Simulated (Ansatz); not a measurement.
## Si under changes of volume

One of the cells (20.165 Å³/atom); the others are scaled copies at fixed shape and fractional positions:

```
Si
1.0
     0.00000    2.72185    2.72185
     2.72185    0.00000    2.72185
     2.72185    2.72185    0.00000
Si
2
Cartesian
  2.7219 2.7219 2.7219
  4.0828 4.0828 4.0828
```

- Program: Ansatz 0.2.0
- Functional: BLYP
- Dispersion: D4
- Potentials or basis: Ansatz PAW
- Cutoff: 420 eV (not typed: the program's choice for these potentials)
- k mesh: 8 × 8 × 8
- Occupations: fermi-dirac, width 0.05 eV
- Spin: no spin polarisation

```tsv
volume (Å³/atom)	energy over the lowest point (meV/atom)	pressure (GPa)	gap on the mesh (eV)
18.955	?	?	?
19.358	4.53	2.8	0.78
19.761	0.00	0.8	0.81
20.165	0.29	-1.0	0.84
20.568	4.83	-2.6	0.87
20.971	13.09	-3.9	0.89
21.375	24.53	-5.1	0.92
```

What does the run at 18.955 Å³/atom give?

Energy over the lowest point 14.47 meV/atom; pressure 5.1 GPa; gap on the mesh 0.75 eV.

Worked out: A Birch-Murnaghan fit of order 3 (a polynomial in V^(-2/3)) to the other rows has its minimum at 19.93 Å³/atom with B0 = V·E''(V) = 90 GPa and B' = 5.8. It gives 14.64 meV/atom at 18.955 Å³/atom, against the run's 14.47, and -dE/dV = 5.2 GPa, against 5.1. A straight line through the other rows of the gap, of slope 1.4 eV per unit of ln V, extrapolates to 0.75 eV, against the run's 0.75.

Energies are extrapolated to zero smearing.

Caveats: the PAW data sets come from PBE, with cores solved anew for the run's functional, which leaves a small shift of forces and pressure.

A mesh can miss the band edges.
